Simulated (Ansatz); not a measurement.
# Squeezing and shearing rock-salt LiCl, displaced supercell (64 atoms)

How stiff is rock-salt LiCl, displaced supercell (64 atoms), and how do its levels respond to strain?

Program: Ansatz 0.2.0. Level of theory: Kohn-Sham DFT, PBE, PAW (set soft_2), plane waves. Results are calculated unless marked as measured.

### Step 1. The structure

The cell holds 64 atoms: 32 Li and 32 Cl. Cell: a = 10.074 Å, b = 10.074 Å, c = 10.074 Å, α = 90.0°, β = 90.0°, γ = 90.0°. It derives from LiCl (rock-salt), repeated 2×2×2. Rock-salt LiCl (a = 5.14 Å), 2 x 2 x 2 conventional cells, isotropic strain -2 %; every coordinate displaced by a Gaussian of 0.07 Å.

Limits known from the start: Sampling is at Γ alone.

### Step 2. Single point at the start

A single point comes first, to see the forces before anything moves.

The input, input.yaml:

```yaml
crystal:
  lattice:
    - [10.0744, 0.0, 0.0]
    - [0.0, 10.0744, 0.0]
    - [0.0, 0.0, 10.0744]
  atoms:
    - { symbol: Li, position: [0.99794, 0.99374, 0.99609] }
    - { symbol: Cl, position: [0.24712, 0.00081, 0.00325] }
    - { symbol: Li, position: [0.99761, 0.25844, 0.2562] }
    - { symbol: Cl, position: [0.25445, 0.2504, 0.26151] }
    - { symbol: Li, position: [0.24919, 0.99811, 0.24181] }
    - { symbol: Cl, position: [0.00789, 0.99165, 0.25277] }
    - { symbol: Li, position: [0.24683, 0.24552, 0.99023] }
    - { symbol: Cl, position: [0.99103, 0.25206, 0.00221] }
    - { symbol: Li, position: [0.00231, 0.99814, 0.50155] }
    - { symbol: Cl, position: [0.2573, 0.00509, 0.49942] }
    - { symbol: Li, position: [0.99929, 0.25467, 0.76312] }
    - { symbol: Cl, position: [0.25718, 0.23712, 0.74583] }
    - { symbol: Li, position: [0.25953, 0.00443, 0.73292] }
    - { symbol: Cl, position: [0.99793, 0.99532, 0.76041] }
    - { symbol: Li, position: [0.24807, 0.24266, 0.49586] }
    - { symbol: Cl, position: [0.00122, 0.24577, 0.5091] }
    - { symbol: Li, position: [0.99942, 0.49429, 0.99875] }
    - { symbol: Cl, position: [0.24402, 0.49919, 0.99047] }
    - { symbol: Li, position: [0.00943, 0.74458, 0.2447] }
    - { symbol: Cl, position: [0.2494, 0.75671, 0.25333] }
    - { symbol: Li, position: [0.26477, 0.50424, 0.23315] }
    - { symbol: Cl, position: [0.99903, 0.50084, 0.25711] }
    - { symbol: Li, position: [0.26805, 0.74947, 0.01051] }
    - { symbol: Cl, position: [0.00686, 0.74502, 0.99673] }
    - { symbol: Li, position: [0.00639, 0.49064, 0.4999] }
    - { symbol: Cl, position: [0.24637, 0.506, 0.49862] }
    - { symbol: Li, position: [0.01814, 0.74601, 0.76134] }
    - { symbol: Cl, position: [0.25322, 0.7447, 0.75672] }
    - { symbol: Li, position: [0.24685, 0.50149, 0.74738] }
    - { symbol: Cl, position: [0.00049, 0.50229, 0.74257] }
    - { symbol: Li, position: [0.25885, 0.755, 0.49868] }
    - { symbol: Cl, position: [0.00105, 0.74425, 0.51048] }
    - { symbol: Li, position: [0.49179, 0.00941, 0.00909] }
    - { symbol: Cl, position: [0.74808, 0.9992, 0.00269] }
    - { symbol: Li, position: [0.50222, 0.24556, 0.2524] }
    - { symbol: Cl, position: [0.75864, 0.26156, 0.25149] }
    - { symbol: Li, position: [0.74289, 0.99331, 0.24755] }
    - { symbol: Cl, position: [0.50245, 0.00721, 0.2599] }
    - { symbol: Li, position: [0.74737, 0.2539, 0.99855] }
    - { symbol: Cl, position: [0.5038, 0.2574, 0.99367] }
    - { symbol: Li, position: [0.50284, 0.01332, 0.51291] }
    - { symbol: Cl, position: [0.75746, 0.00419, 0.4969] }
    - { symbol: Li, position: [0.48389, 0.26993, 0.74865] }
    - { symbol: Cl, position: [0.7617, 0.24879, 0.75671] }
    - { symbol: Li, position: [0.75212, 0.99482, 0.76086] }
    - { symbol: Cl, position: [0.50081, 0.0103, 0.74949] }
    - { symbol: Li, position: [0.75781, 0.24921, 0.49813] }
    - { symbol: Cl, position: [0.49752, 0.25099, 0.49524] }
    - { symbol: Li, position: [0.49608, 0.4986, 0.98466] }
    - { symbol: Cl, position: [0.75014, 0.49736, 0.01312] }
    - { symbol: Li, position: [0.48971, 0.75332, 0.25011] }
    - { symbol: Cl, position: [0.73928, 0.76695, 0.2513] }
    - { symbol: Li, position: [0.7563, 0.50173, 0.24514] }
    - { symbol: Cl, position: [0.50416, 0.51136, 0.26056] }
    - { symbol: Li, position: [0.74784, 0.75065, 0.99337] }
    - { symbol: Cl, position: [0.49975, 0.75348, 0.99042] }
    - { symbol: Li, position: [0.49854, 0.50199, 0.49997] }
    - { symbol: Cl, position: [0.7491, 0.50598, 0.49457] }
    - { symbol: Li, position: [0.4976, 0.75481, 0.756] }
    - { symbol: Cl, position: [0.74484, 0.75884, 0.75552] }
    - { symbol: Li, position: [0.7524, 0.50485, 0.75752] }
    - { symbol: Cl, position: [0.50405, 0.49464, 0.75395] }
    - { symbol: Li, position: [0.75267, 0.75213, 0.49531] }
    - { symbol: Cl, position: [0.49782, 0.74781, 0.50974] }
kpoints:
  mp_grid: { grid: [1, 1, 1] }
hamiltonian:
  xc: pbe
scf:
  occupations: { method: fixed }
output:
  forces: true
```

On the command line:

```bash
> ansatz run input.yaml --threads 4 --pin off --max-ram 8192MiB --backend cpu --events-out ev --progress --plain --runs-dir out
```

Numbers of over 12 decimals in the logs are rounded to 6 here.

The log of the run:

```text
[...]
Pseudopotentials: kind: paw
Pseudopotential: Li, paw, valence charge 3, recommended cutoff 420 eV (normal), Li.paw.azcp
Pseudopotential: Cl, paw, valence charge 7, recommended cutoff 420 eV (normal), Cl.paw.azcp
[... 5 lines on functional and potentials left out ...]
Crystal: 64 atoms, lattice volume = 1022.486 Å³
Basis set: ecut = 420 eV, 20005 PW (Γ), exchange–correlation on 144×144×144 points (8 copies of the dense FFT grid, shifted against one another)
Bands: 224, of which v1, the nominal top of the filled ones, is band 160 counted from 1 (159 counted from 0)
Symmetry: 1 space group operations
Space group: P1 (ITA 1), of the structure as read, at distance tolerance 1.0e-4 Å
k-points: 1
[... 5 lines on functional and potentials left out ...]
Initial density: superposition of atomic densities (neutral atoms: chi_scale 0, normalization atom), corrected by the library's trained network
Initial wavefunctions: pseudopotential atomic-orbital guess
[...]
SCF iter   1: F=—  HF=-41208.613233 eV  |F-HF|=—  |Δ(HF+E_count)|=         —  Δρ=6.14e-4  dr2=6.66e-3  ethr=1.77e-3  ⟨swp⟩=6.0  Hψ=673  notcnv=0  defer=59
preconditioner: auto → Resta (q_TF=auto, 2.248 Å⁻¹)  ε∞=2.8  [insulator: Δε(μ)=6.506 eV  Ē_g=13.709 eV  n_scr=178 (ndim 8)  ℏωp=18.6 eV  f_vac=0.000  ε∞_Penn≈2.8]
SCF iter   2: F=—  HF=-41208.608439 eV  |F-HF|=—  |Δ(HF+E_count)|=   4.79e-3  Δρ=2.23e-4  dr2=9.99e-4  ethr=2.08e-6  ⟨swp⟩=4.0  Hψ=364  notcnv=0  defer=62
SCF iter   3: F=—  HF=-41208.607676 eV  |F-HF|=—  |Δ(HF+E_count)|=   7.63e-4  Δρ=6.95e-5  dr2=8.14e-5  ethr=3.12e-7  ⟨swp⟩=2.0  Hψ=262  notcnv=0  defer=44
automatic band count: iteration 3 solves 206 bands in place of 224: the levels show a gap, and the empty bands left out lie too high to hold charge; the band table lists the bands solved (type scf.n_extra_bands for more)
SCF iter   4: F=—  HF=-41208.608544 eV  |F-HF|=—  |Δ(HF+E_count)|=   8.68e-4  Δρ=1.82e-5  dr2=3.03e-6  ethr=2.54e-8  ⟨swp⟩=2.0  Hψ=326  notcnv=0  defer=44
SCF iter   5: F=—  HF=-41208.608546 eV  |F-HF|=—  |Δ(HF+E_count)|=   1.95e-6  Δρ=4.89e-6  dr2=1.81e-7  ethr=9.47e-10  ⟨swp⟩=2.0  Hψ=291  notcnv=0  defer=44
SCF iter   6: F=-41208.608546 eV  HF=-41208.608546 eV  |F-HF|=3.87e-9  |Δ(HF+E_count)|=   1.73e-7  Δρ=1.01e-6  dr2=1.42e-8  ethr=3.13e-11  ⟨swp⟩=4.0  Hψ=554  notcnv=0
SCF 1 converged in 6 iterations: F = -41208.608546 eV  dr2 = 1.42e-8
[...]
SCF converged after 6 iterations
Free energy (F): -41208.608546 eV
Harris-Foulkes:  -41208.608546 eV  (|F-HF|=3.87e-9)
Internal energy: -41208.608546 eV  (E = F + TS)
E sigma→0 (E₀):  -41208.608546 eV
Fermi energy:    2.280841 eV
--- Per-component energies (eV) ---
[...]
Σ components = -41208.608546   (vs F -41208.608546, Δ=0.00e0)
--- Forces (eV/Å), atoms counted from 1 ---
  atom   1  Li    -0.02063961     0.02637481     0.16209384
  atom   2  Cl     0.19531220     0.07199496    -0.06518757
  atom   3  Li     0.10520160    -0.16080273    -0.00656172
  atom   4  Cl    -0.15303396     0.14946889    -0.57020415
[...]
atom  64  Cl     0.06253354     0.20245709    -0.08184971
  max |Σ_I F_I| component: 1.75e-4 eV/Å
```

The job ended after 4.5 s (4 threads of Arm Neoverse V1, shared host; peak memory 0.93 GiB; 15 s of CPU time).

The column dr2 measures how far the density is from self-consistency, as an energy; F and HF (Harris–Foulkes) agree once it is small.

The r.m.s. force at the start is 0.20 eV/Å.

### Step 3. Cell and atoms relaxed

The cell is relaxed with the atoms, since the starting lattice needn't suit this functional.

The input, input.yaml:

```yaml
crystal:
  lattice:
    - [10.0744, 0.0, 0.0]
    - [0.0, 10.0744, 0.0]
    - [0.0, 0.0, 10.0744]
  atoms:
    [... the 64 atom lines of step 2 ...]
kpoints:
  mp_grid: { grid: [1, 1, 1] }
hamiltonian:
  xc: pbe
scf:
  occupations: { method: fixed }
output:
  forces: true
relax:
  f_tol: 0.05
  max_steps: 150
  cell: {}
```

The log of the run:

```text
[...]
Crystal: 64 atoms, lattice volume = 1022.486 Å³
Basis set: ecut = 420 eV, 20005 PW (Γ), exchange–correlation on 144×144×144 points (8 copies of the dense FFT grid, shifted against one another)
Bands: 224, of which v1, the nominal top of the filled ones, is band 160 counted from 1 (159 counted from 0)
Symmetry: 1 space group operations
[...]
k-points: 1
[...]
SCF iter   1: F=—  HF=-41208.613233 eV  |F-HF|=—  |Δ(HF+E_count)|=         —  Δρ=6.14e-4  dr2=6.66e-3  ethr=1.77e-3  ⟨swp⟩=6.0  Hψ=673  notcnv=0  defer=59
[...]
SCF iter   6: F=-41208.608546 eV  HF=-41208.608546 eV  |F-HF|=3.86e-9  |Δ(HF+E_count)|=   1.73e-7  Δρ=1.01e-6  dr2=1.42e-8  ethr=3.13e-11  ⟨swp⟩=4.0  Hψ=554  notcnv=0
SCF 1 converged in 6 iterations: F = -41208.608546 eV  dr2 = 1.42e-8
[...]
relax step   1: F+E_penalty+E_count = -41208.60854596 eV  Δ(F+E_penalty+E_count) = +0.000e0 eV  max|allowed force component| = 6.023e-1 eV/Å  Δτ_max = 0.0000 Å  P = +3.248 GPa  Ω = 1022.486 Å³  (6 SCF iters, dr2 threshold 1.00e-7 eV, accepted)
[...]
relax step   2: F+E_penalty+E_count = -41209.87183814 eV  Δ(F+E_penalty+E_count) = -1.263e0 eV  max|allowed force component| = 3.278e-1 eV/Å  Δτ_max = 0.1930 Å  P = +0.737 GPa  Ω = 1083.747 Å³  energy of the carried Pulay correction = -1.003e-3 eV  (5 SCF iters, dr2 threshold 6.40e-6 eV, accepted)
[...]
relax step   3: F+E_penalty+E_count = -41210.29172765 eV  Δ(F+E_penalty+E_count) = -4.199e-1 eV  max|allowed force component| = 2.719e-2 eV/Å  Δτ_max = 0.2000 Å  P = +0.011 GPa  Ω = 1100.526 Å³  energy of the carried Pulay correction = -1.268e-3 eV  (6 SCF iters, dr2 threshold 6.40e-6 eV, accepted)
[...]
relax step   4: F+E_penalty+E_count = -41210.29372900 eV  Δ(F+E_penalty+E_count) = -2.001e-3 eV  max|allowed force component| = 2.717e-2 eV/Å  Δτ_max = 0.0000 Å  P = +0.014 GPa  Ω = 1100.526 Å³  stress off target by 1.59e-2 GPa  SCF on the basis re-selected at this cell (its energy is not comparable with the rows above)  (5 SCF iters)
basis re-selected at this cell: Δ(F+E_penalty+E_count) = -2.001e-3 eV, ΔP = +0.003 GPa vs the last step (what re-selecting the basis moved, of the pressure what is left beyond the Pulay correction that the steps carried, after the strain that the cell walked since its last selection, [...]
SCF converged after 5 iterations
Free energy (F): -41210.293729 eV
[...]
Internal energy: -41210.293729 eV  (E = F + TS)
E sigma→0 (E₀):  -41210.293729 eV
Fermi energy:    1.553292 eV
[...]
Σ components = -41210.293729   (vs F -41210.293729, Δ=0.00e0)
--- Forces (eV/Å), atoms counted from 1 ---
  atom   1  Li    -0.00118040     0.00409005     0.00867514
  atom   2  Cl    -0.00314801    -0.00168728    -0.00645124
  atom   3  Li     0.01197183    -0.00385473     0.00089095
  atom   4  Cl     0.00023047    -0.00150733    -0.00439910
[...]
atom  64  Cl     0.00478946    -0.00073141    -0.00314303
  max |Σ_I F_I| component: 1.26e-3 eV/Å
--- Stress (GPa, compression-positive) ---
        0.015231      -0.000493      -0.000771
       -0.000493       0.012890      -0.000908
       -0.000771      -0.000908       0.014939
  P = ⅓ Tr σ = 0.0144 GPa (0.144 kbar)
--- Relaxed structure (3 steps of the walk, 3 accepted, 1 SCFs on fresh bases) ---
  F+E_penalty+E_count = -41210.29372900 eV   max|allowed force component| = 2.717e-2 eV/Å   (the final SCF, on the basis selected at the relaxed cell)
  cell:  # Å, volume = 1100.5256 Å³
    - [10.324042, 9.872790869034503e-5, 0.000148522]
    - [9.872790869034503e-5, 10.325294, 0.000180273]
    - [0.000148522, 0.000180273, 10.323999]
  atoms:
    - { symbol: Li, position: [1.001353, 1.000789, 1.000091] }
    - { symbol: Cl, position: [0.251372, 0.00149583, 0.00117163] }
    - { symbol: Li, position: [0.999528, 0.251484, 0.250866] }
    - { symbol: Cl, position: [0.251004, 0.251183, 0.251219] }
[...]
- { symbol: Cl, position: [0.501119, 0.751377, 0.501406] }
```

The job ended after 17 s (4 threads; peak memory 0.97 GiB).

The relaxation converged after 3 steps, with a largest force component of 0.027 eV/Å.

### Step 4. Single point at the relaxed geometry

The electronic structure is read at the final geometry, in a run of its own.

The input, input.yaml:

```yaml
crystal:
  lattice:
    - [10.32404, 0.0001, 0.00015]
    - [0.0001, 10.32529, 0.00018]
    - [0.00015, 0.00018, 10.324]
  atoms:
    - { symbol: Li, position: [0.00135, 0.00079, 9.0e-05] }
    - { symbol: Cl, position: [0.25137, 0.0015, 0.00117] }
    - { symbol: Li, position: [0.99953, 0.25148, 0.25087] }
    - { symbol: Cl, position: [0.251, 0.25118, 0.25122] }
    - { symbol: Li, position: [0.25008, 0.00093, 0.24974] }
    - { symbol: Cl, position: [0.00125, 0.00116, 0.25102] }
    [... 52 atom lines left out ...]
    - { symbol: Li, position: [0.50153, 0.75284, 0.75145] }
    - { symbol: Cl, position: [0.75103, 0.75124, 0.75142] }
    - { symbol: Li, position: [0.75159, 0.50132, 0.75015] }
    - { symbol: Cl, position: [0.5012, 0.50094, 0.75136] }
    - { symbol: Li, position: [0.75207, 0.75046, 0.5008] }
    - { symbol: Cl, position: [0.50112, 0.75138, 0.50141] }
kpoints:
  mp_grid: { grid: [1, 1, 1] }
hamiltonian:
  xc: pbe
scf:
  occupations: { method: fixed }
output:
  forces: true
  stress: true
  populations: true
  dos:
    method: { smearing: { sigma: 0.08 } }
    de: 0.1
    projected: { site_lists: { Cl: [Cl], Li: [Li] } }
  eigenvalues: true
  write_density: true
  write_potential: true
  volumetric_format: npy
```

The log of the run:

```text
[...]
Crystal: 64 atoms, lattice volume = 1100.525 Å³
Basis set: ecut = 420 eV, 21559 PW (Γ), exchange–correlation on 144×144×144 points (8 copies of the dense FFT grid, shifted against one another)
Bands: 224, of which v1, the nominal top of the filled ones, is band 160 counted from 1 (159 counted from 0)
Symmetry: 1 space group operations
[...]
k-points: 1
[...]
SCF iter   1: F=—  HF=-41210.311790 eV  |F-HF|=—  |Δ(HF+E_count)|=         —  Δρ=4.09e-4  dr2=2.38e-3  ethr=1.77e-3  ⟨swp⟩=4.0  Hψ=742  notcnv=0  defer=55
[...]
SCF iter   6: F=-41210.293730 eV  HF=-41210.293730 eV  |F-HF|=5.96e-9  |Δ(HF+E_count)|=   1.20e-9  Δρ=1.18e-6  dr2=1.06e-8  ethr=3.13e-11  ⟨swp⟩=43.0  Hψ=3132  notcnv=0
SCF 1 converged in 6 iterations: F = -41210.293730 eV  dr2 = 1.06e-8
[...]
SCF converged after 6 iterations
Free energy (F): -41210.293730 eV
[...]
Internal energy: -41210.293730 eV  (E = F + TS)
E sigma→0 (E₀):  -41210.293730 eV
Fermi energy:    1.553308 eV
[...]
--- Forces (eV/Å), atoms counted from 1 ---
  atom   1  Li    -0.00113601     0.00414139     0.00864793
  atom   2  Cl    -0.00309164    -0.00185994    -0.00638683
  atom   3  Li     0.01195510    -0.00377577     0.00081081
  atom   4  Cl     0.00037401    -0.00140116    -0.00435630
  atom   5  Li     0.00890937     0.00201576     0.00950700
  atom   6  Cl    -0.00436414    -0.00075318    -0.00137596
  atom   7  Li     0.00271327     0.00574008     0.00633415
  atom   8  Cl    -0.00363991    -0.00240316    -0.00108003
  atom   9  Li     0.00719677     0.00017301     0.00467907
  atom  10  Cl     0.00228194    -0.00025192    -0.00911635
  atom  11  Li     0.01822987    -0.00068692    -0.00242870
  atom  12  Cl    -0.00678960     0.00344507    -0.00277901
  atom  13  Li    -0.00575359    -0.01482120     0.01635951
  atom  14  Cl    -0.00306597     0.00025438    -0.00601079
[...]
atom  63  Li    -0.00445771     0.00515859     0.00349697
  atom  64  Cl     0.00471749    -0.00085600    -0.00322248
  max |Σ_I F_I| component: 1.21e-3 eV/Å
--- Stress (GPa, compression-positive) ---
        0.015245      -0.000499      -0.000777
       -0.000499       0.012908      -0.000907
       -0.000777      -0.000907       0.014948
  P = ⅓ Tr σ = 0.0144 GPa (0.144 kbar)
--- Band table (eV) ---
[...]
--- Löwdin populations: 64 sites ---
  site symbol       q [e]
     0     Li      2.3261
     1     Cl      7.6186
     2     Li      2.3261
[...]
63     Cl      7.6186
  spilling = 0.005538 (of n_electrons = 320.000000)
```

Elapsed: 10 s, on 4 threads; peak memory 1 GiB; 38 s of CPU time.

Read from the output:

| Property | Result |
| --- | --- |
| free energy | -41210.2937 eV |
| free energy per atom | -643.9108 eV/atom |
| SCF cycles | 6 |
| pressure | 0.01437 GPa |
| r.m.s. force component | 0.00606 eV/Å |
| longest force | 0.02808 eV/Å |
| Fermi energy | 1.553 eV |
| gap (highest filled to lowest empty level) | 6.215 eV |
| spilling of the projection | 0.005538 |

### Step 5. Volume -3 %

The relaxed cell is scaled evenly and the atoms are relaxed again; the stress at the end gives one point of P(V).

input.yaml, the sections that differ from step 4:

```yaml
crystal:
  lattice:
    - [10.21975, 0.0001, 0.00015]
    - [0.0001, 10.22099, 0.00018]
    - [0.00015, 0.00018, 10.21971]
  atoms:
    [... the 64 atom lines of step 4 ...]
output:
  forces: true
  eigenvalues: true
  stress: true
relax:
  f_tol: 0.05
  max_steps: 70
# kpoints, hamiltonian, scf: as in step 4
```

The log of the run:

```text
Warning: output.stress: scf.convergence.dr2_threshold = 1e-7 eV (the SCF's general default) is looser than the 6.4e-9 eV advised for a printed stress (1e-10 eV for each atom of the cell: 64). What an SCF threshold leaves in a stress goes as its square root, and in the free energy as the threshold itself, and one threshold admits the most on a small cell: [...]
[...]
Crystal: 64 atoms, lattice volume = 1067.510 Å³
Basis set: ecut = 420 eV, 20815 PW (Γ), exchange–correlation on 144×144×144 points (8 copies of the dense FFT grid, shifted against one another)
Bands: 224, of which v1, the nominal top of the filled ones, is band 160 counted from 1 (159 counted from 0)
Symmetry: 1 space group operations
[...]
k-points: 1
[...]
SCF iter   1: F=—  HF=-41210.204097 eV  |F-HF|=—  |Δ(HF+E_count)|=         —  Δρ=4.93e-4  dr2=3.51e-3  ethr=1.77e-3  ⟨swp⟩=4.0  Hψ=746  notcnv=0  defer=59
[...]
SCF iter   5: F=-41210.186323 eV  HF=-41210.186323 eV  |F-HF|=4.37e-10  |Δ(HF+E_count)|=   3.94e-7  Δρ=2.73e-6  dr2=8.24e-8  ethr=5.03e-10  ⟨swp⟩=2.0  Hψ=261  notcnv=0  defer=60
SCF iter   6: F=-41210.186323 eV  HF=-41210.186323 eV  |F-HF|=3.10e-9  |Δ(HF+E_count)|=   2.37e-8  Δρ=4.99e-7  dr2=1.55e-9  ethr=2.57e-11  ⟨swp⟩=41.0  Hψ=2611  notcnv=0
SCF 1 converged in 6 iterations: F = -41210.186323 eV  dr2 = 1.55e-9
[...]
relax step   1: F+E_penalty+E_count = -41210.18632320 eV  Δ(F+E_penalty+E_count) = +0.000e0 eV  max|allowed force component| = 3.278e-2 eV/Å  Δτ_max = 0.0000 Å  (6 SCF iters, dr2 threshold 6.25e-5 eV, accepted)
[...]
SCF iter   4: F=-41210.186323 eV  HF=-41210.186323 eV  |F-HF|=9.34e-9  |Δ(HF+E_count)|=   1.48e-8  Δρ=2.56e-6  dr2=7.47e-8  ethr=3.13e-11  ⟨swp⟩=3.0  Hψ=751  notcnv=0
SCF 2 converged in 4 iterations: F = -41210.186323 eV  dr2 = 7.47e-8
relax step   2: F+E_penalty+E_count = -41210.18632318 eV  Δ(F+E_penalty+E_count) = +2.692e-8 eV  max|allowed force component| = 3.279e-2 eV/Å  Δτ_max = 0.0000 Å  (4 SCF iters, accepted)
SCF converged after 4 iterations
Free energy (F): -41210.186323 eV
[...]
Internal energy: -41210.186323 eV  (E = F + TS)
E sigma→0 (E₀):  -41210.186323 eV
Fermi energy:    1.815838 eV
[...]
Σ components = -41210.186323   (vs F -41210.186323, Δ=0.00e0)
--- Forces (eV/Å), atoms counted from 1 ---
  atom   1  Li    -0.00136517     0.00505833     0.01041774
  atom   2  Cl    -0.00363816    -0.00311909    -0.00958416
  atom   3  Li     0.01436978    -0.00400194     0.00113044
  atom   4  Cl    -0.00080300    -0.00216904    -0.00682405
[...]
atom  64  Cl     0.00654775     0.00062961    -0.00293455
  max |Σ_I F_I| component: 9.64e-4 eV/Å
--- Stress (GPa, compression-positive) ---
        1.056338      -0.000509      -0.000818
       -0.000509       1.053294      -0.000977
       -0.000818      -0.000977       1.056019
  P = ⅓ Tr σ = 1.0552 GPa (10.552 kbar)
--- Band table (eV) ---
[...]
--- Relaxed structure (2 steps of the walk, 2 accepted, 0 SCFs on fresh bases) ---
  F+E_penalty+E_count = -41210.18632318 eV   max|allowed force component| = 3.279e-2 eV/Å
  atoms:
    - { symbol: Li, position: [0.00135, 0.00079, 9.0e-5] }
    - { symbol: Cl, position: [0.25137, 0.0015, 0.00117] }
    - { symbol: Li, position: [0.99953, 0.251480, 0.25087] }
    - { symbol: Cl, position: [0.251, 0.251180, 0.25122] }
[...]
- { symbol: Cl, position: [0.50112, 0.75138, 0.501410] }
```

The job ended after 14 s (4 threads; peak memory 1 GiB; 54 s of CPU time).

The program notes that the SCF threshold is loose for the stress.

The relaxation converged after 2 steps, 0 eV below its start, with a largest force component of 0.033 eV/Å.

Volume -3 %: the energy stands 0.107 eV above that of the reference, at a pressure of 1.06 GPa.

(Continued in part 2 of 2.)

[Logs are printed without paths, hosts, clocks, repeated set-up lines and the standing remarks that a program may print on its own settings, such as how far it seeks lower states.]

[Hosts, paths, dates, database ids (printed as entryN), source tags and the programs' standing remarks are cut or masked in the printed files.]
